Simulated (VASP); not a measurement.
A run of VASP 6.6.1:

INCAR

```
ALGO = Normal
EDIFF = 1E-7
ENCUT = 520
GGA = PS
ICORELEVEL = 1
ISIF = 2
ISMEAR = 0
KPAR = 2
LASPH = True
LCHARG = False
LREAL = False
LWAVE = False
NBANDS = 50
NELM = 80
PREC = Accurate
SIGMA = 0.03
```

Contents of KPOINTS:

```
k-points
0
Gamma
  4 8 6
```

POSCAR

```
SnS                                     
1.0
   11.1022354472      0.0000000000      0.0000000000
    0.0000000000      3.9856078082     -0.0000000000
    0.0000000000      0.0000000000      4.2298583235
  Sn              S             
     4     4
Direct
     0.1185163126585520    0.2500000000000000    0.1099910988655009
     0.3814836873414479    0.7500000000000000    0.6099910988655010
     0.6185163126585520    0.2500000000000000    0.3900089011344991
     0.8814836873414480    0.7500000000000000    0.8900089011344990
     0.8532534970086473    0.2500000000000000    0.4743740982827416
     0.6467465029913527    0.7500000000000000    0.9743740982827416
     0.3532534970086472    0.2500000000000000    0.0256259017172584
     0.1467465029913527    0.7500000000000000    0.5256259017172584
```

File KPOINTS_OPT:

```
explicit points
128
Reciprocal
 0.0000000000  0.0000000000  0.0000000000 1
 0.0000000000  0.0555555556  0.0000000000 1
 0.0000000000  0.1111111111  0.0000000000 1
 0.0000000000  0.1666666667  0.0000000000 1
 0.0000000000  0.2222222222  0.0000000000 1
 0.0000000000  0.2777777778  0.0000000000 1
 0.0000000000  0.3333333333  0.0000000000 1
 0.0000000000  0.3888888889  0.0000000000 1
 0.0000000000  0.4444444444  0.0000000000 1
 0.0000000000  0.5000000000  0.0000000000 1
 0.0000000000  0.5000000000  0.0000000000 1
 0.0000000000  0.5000000000  0.0555555556 1
 0.0000000000  0.5000000000  0.1111111111 1
 0.0000000000  0.5000000000  0.1666666667 1
 0.0000000000  0.5000000000  0.2222222222 1
 0.0000000000  0.5000000000  0.2777777778 1
 0.0000000000  0.5000000000  0.3333333333 1
 0.0000000000  0.5000000000  0.3888888889 1
 0.0000000000  0.5000000000  0.4444444444 1
 0.0000000000  0.5000000000  0.5000000000 1
 0.0000000000  0.5000000000  0.5000000000 1
 0.0000000000  0.4444444444  0.5000000000 1
 0.0000000000  0.3888888889  0.5000000000 1
 0.0000000000  0.3333333333  0.5000000000 1
 0.0000000000  0.2777777778  0.5000000000 1
 0.0000000000  0.2222222222  0.5000000000 1
 0.0000000000  0.1666666667  0.5000000000 1
 0.0000000000  0.1111111111  0.5000000000 1
 0.0000000000  0.0555555556  0.5000000000 1
 0.0000000000  0.0000000000  0.5000000000 1
 0.0000000000  0.0000000000  0.5000000000 1
 0.0000000000  0.0000000000  0.4444444444 1
 0.0000000000  0.0000000000  0.3888888889 1
 0.0000000000  0.0000000000  0.3333333333 1
 0.0000000000  0.0000000000  0.2777777778 1
 0.0000000000  0.0000000000  0.2222222222 1
 0.0000000000  0.0000000000  0.1666666667 1
 0.0000000000  0.0000000000  0.1111111111 1
 0.0000000000  0.0000000000  0.0555555556 1
 0.0000000000  0.0000000000  0.0000000000 1
 0.0000000000  0.0000000000  0.0000000000 1
 0.0555555556  0.0000000000  0.0000000000 1
 0.1111111111  0.0000000000  0.0000000000 1
 0.1666666667  0.0000000000  0.0000000000 1
 0.2222222222  0.0000000000  0.0000000000 1
 0.2777777778  0.0000000000  0.0000000000 1
 0.3333333333  0.0000000000  0.0000000000 1
 0.3888888889  0.0000000000  0.0000000000 1
 0.4444444444  0.0000000000  0.0000000000 1
 0.5000000000  0.0000000000  0.0000000000 1
 0.5000000000  0.0000000000  0.0000000000 1
 0.5000000000  0.0555555556  0.0000000000 1
 0.5000000000  0.1111111111  0.0000000000 1
 0.5000000000  0.1666666667  0.0000000000 1
 0.5000000000  0.2222222222  0.0000000000 1
 0.5000000000  0.2777777778  0.0000000000 1
 0.5000000000  0.3333333333  0.0000000000 1
 0.5000000000  0.3888888889  0.0000000000 1
 0.5000000000  0.4444444444  0.0000000000 1
 0.5000000000  0.5000000000  0.0000000000 1
 0.5000000000  0.5000000000  0.0000000000 1
 0.5000000000  0.5000000000  0.0555555556 1
 0.5000000000  0.5000000000  0.1111111111 1
 0.5000000000  0.5000000000  0.1666666667 1
 0.5000000000  0.5000000000  0.2222222222 1
 0.5000000000  0.5000000000  0.2777777778 1
 0.5000000000  0.5000000000  0.3333333333 1
 0.5000000000  0.5000000000  0.3888888889 1
 0.5000000000  0.5000000000  0.4444444444 1
 0.5000000000  0.5000000000  0.5000000000 1
 0.5000000000  0.5000000000  0.5000000000 1
 0.5000000000  0.4444444444  0.5000000000 1
 0.5000000000  0.3888888889  0.5000000000 1
 0.5000000000  0.3333333333  0.5000000000 1
 0.5000000000  0.2777777778  0.5000000000 1
 0.5000000000  0.2222222222  0.5000000000 1
 0.5000000000  0.1666666667  0.5000000000 1
 0.5000000000  0.1111111111  0.5000000000 1
 0.5000000000  0.0555555556  0.5000000000 1
 0.5000000000  0.0000000000  0.5000000000 1
 0.5000000000  0.0000000000  0.5000000000 1
 0.5000000000  0.0000000000  0.4444444444 1
 0.5000000000  0.0000000000  0.3888888889 1
 0.5000000000  0.0000000000  0.3333333333 1
 0.5000000000  0.0000000000  0.2777777778 1
 0.5000000000  0.0000000000  0.2222222222 1
 0.5000000000  0.0000000000  0.1666666667 1
 0.5000000000  0.0000000000  0.1111111111 1
 0.5000000000  0.0000000000  0.0555555556 1
 0.5000000000  0.0000000000  0.0000000000 1
 0.0000000000  0.0000000000  0.5000000000 1
 0.0555555556  0.0000000000  0.5000000000 1
 0.1111111111  0.0000000000  0.5000000000 1
 0.1666666667  0.0000000000  0.5000000000 1
 0.2222222222  0.0000000000  0.5000000000 1
 0.2777777778  0.0000000000  0.5000000000 1
 0.3333333333  0.0000000000  0.5000000000 1
 0.3888888889  0.0000000000  0.5000000000 1
 0.4444444444  0.0000000000  0.5000000000 1
 0.5000000000  0.0000000000  0.5000000000 1
 0.5000000000  0.5000000000  0.0000000000 1
 0.4444444444  0.5000000000  0.0000000000 1
 0.3888888889  0.5000000000  0.0000000000 1
 0.3333333333  0.5000000000  0.0000000000 1
 0.2777777778  0.5000000000  0.0000000000 1
 0.2222222222  0.5000000000  0.0000000000 1
 0.1666666667  0.5000000000  0.0000000000 1
 0.1111111111  0.5000000000  0.0000000000 1
 0.0555555556  0.5000000000  0.0000000000 1
 0.0000000000  0.5000000000  0.0000000000 1
 0.0000000000  0.5000000000  0.5000000000 1
 0.0555555556  0.5000000000  0.5000000000 1
 0.1111111111  0.5000000000  0.5000000000 1
 0.1666666667  0.5000000000  0.5000000000 1
 0.2222222222  0.5000000000  0.5000000000 1
 0.2777777778  0.5000000000  0.5000000000 1
 0.3333333333  0.5000000000  0.5000000000 1
 0.3888888889  0.5000000000  0.5000000000 1
 0.4444444444  0.5000000000  0.5000000000 1
 0.5000000000  0.5000000000  0.5000000000 1
 0.0000000000  0.0000000000  0.0000000000 1
 0.5000000000  0.5000000000  0.5000000000 1
 0.0000000000  0.5000000000  0.5000000000 1
 0.5000000000  0.0000000000  0.5000000000 1
 0.5000000000  0.5000000000  0.0000000000 1
 0.0000000000  0.5000000000  0.0000000000 1
 0.0000000000  0.0000000000  0.5000000000 1
 0.5000000000  0.0000000000  0.0000000000 1
```

Potentials or basis: VASP PAW PBE potentials, release 64 (Sn_d, S).

Command:

```console
$ cat potpaw_PBE.64/Sn_d/POTCAR potpaw_PBE.64/S/POTCAR > POTCAR
$ mpirun -np 2 vasp_std > vasp.out
```

Hardware: 2 MPI ranks on Intel(R) Xeon(R) Platinum 8175M CPU @ 2.50GHz (Skylake/Cascade Lake), with other jobs on the host.

Task: How long does it take, and how much memory?

Result: Run time: 15 min on 2 MPI ranks on Intel(R) Xeon(R) Platinum 8175M CPU @ 2.50GHz (Skylake/Cascade Lake), with other jobs on the host, peak memory 0.71 GiB a rank. Counts: scf iterations 46, k points 60.
